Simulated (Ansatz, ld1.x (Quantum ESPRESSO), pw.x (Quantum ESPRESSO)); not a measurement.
## pw.x on diamond B: one setting changed

Potential: norm-conserving Troullier–Martins (Kleinman–Bylander form), ld1.x (Quantum ESPRESSO) 7.5, PBE; core [He], reference 2s1 2p2; waves: 2s (bound): rc 1.90 bohr; 2p (bound): rc 1.85 bohr; 3d channel at 0.5 Ry: rc 1.65 bohr; local part: all-electron potential smoothed inside 1.80 bohr (lloc = -2); core correction: none.

The reference run (k-mesh 11³, cutoffs 45/180 Ry, Fermi–Dirac 0.01 Ry, mixing_beta 0.4, conv_thr 1e-9, no spin) gives 1.22 GPa at 8.315 Å³/atom, where all-electron LAPW gives 0.11 GPa. This run, with its own iteration cap, changes k-mesh points per axis to 20.

```
&control
  calculation='scf', prefix='x', pseudo_dir='./', outdir='./tmp', tstress=.true., disk_io='none'
/
&system
  ibrav=0, nat=2, ntyp=1, ecutwfc=45, ecutrho=180, nbnd=10,
  occupations='smearing', smearing='fd', degauss=0.01
/
&electrons
  conv_thr=1e-09, mixing_beta=0.4, electron_maxstep=50
/
ATOMIC_SPECIES
B 1.0 B.UPF
CELL_PARAMETERS angstrom
  0.00000000 2.02591281 2.02591281
  2.02591281 0.00000000 2.02591281
  2.02591281 2.02591281 0.00000000
ATOMIC_POSITIONS crystal
B 0.0000 0.0000 0.0000
B 0.2500 0.2500 0.2500
K_POINTS automatic
20 20 20 0 0 0
```

```bash
pw.x < B.scf.in > B.scf.out
```

**Question.** How does the run end?

**Answer.** It converges in 7 iterations; the free energy moves by -3.1 meV/atom and the pressure by +0.00 GPa.

```
Message from routine setup:
     using ibrav=0 with symmetry is DISCOURAGED, use correct ibrav instead
     lattice parameter (alat)  =       5.4142  a.u.
     unit-cell volume          =     112.2248 (a.u.)^3
     number of electrons       =         6.00
     number of Kohn-Sham states=           10
     kinetic-energy cutoff     =      45.0000  Ry
     charge density cutoff     =     180.0000  Ry
     scf convergence threshold =      1.0E-09
     Exchange-correlation= PBE
     number of k points=   256  Fermi-Dirac smearing, width (Ry)=  0.0100
     iteration #  1     ecut=    45.00 Ry     beta= 0.40
     total energy              =     -11.18965552 Ry
     estimated scf accuracy    <       0.04922304 Ry
     iteration #  2     ecut=    45.00 Ry     beta= 0.40
     total energy              =     -11.18639123 Ry
     estimated scf accuracy    <       0.01326769 Ry
     iteration #  3     ecut=    45.00 Ry     beta= 0.40
     total energy              =     -11.18721019 Ry
     estimated scf accuracy    <       0.00009101 Ry
     iteration #  4     ecut=    45.00 Ry     beta= 0.40
     total energy              =     -11.18721562 Ry
     estimated scf accuracy    <       0.00000342 Ry
     iteration #  5     ecut=    45.00 Ry     beta= 0.40
     total energy              =     -11.18721583 Ry
     estimated scf accuracy    <       0.00000003 Ry
     iteration #  6     ecut=    45.00 Ry     beta= 0.40
     total energy              =     -11.18721583 Ry
     estimated scf accuracy    <       0.00000003 Ry
     iteration #  7     ecut=    45.00 Ry     beta= 0.40
     the Fermi energy is     6.5033 ev
!    total energy              =     -11.18721583 Ry
     estimated scf accuracy    <          2.0E-10 Ry
     smearing contrib. (-TS)   =      -0.00389178 Ry
     The total energy is F=E-TS. E is the sum of the following terms:
     one-electron contribution =       5.06270955 Ry
     hartree contribution      =       0.60600305 Ry
     xc contribution           =      -4.18854155 Ry
     ewald contribution        =     -12.66349509 Ry
     convergence has been achieved in   7 iterations
          total   stress  (Ry/bohr**3)                   (kbar)     P=       12.16
     Message from routine punch:
     Nothing written, as per user request (disk_io='none')
```

The run took about 13 s on one core of a shared server CPU.
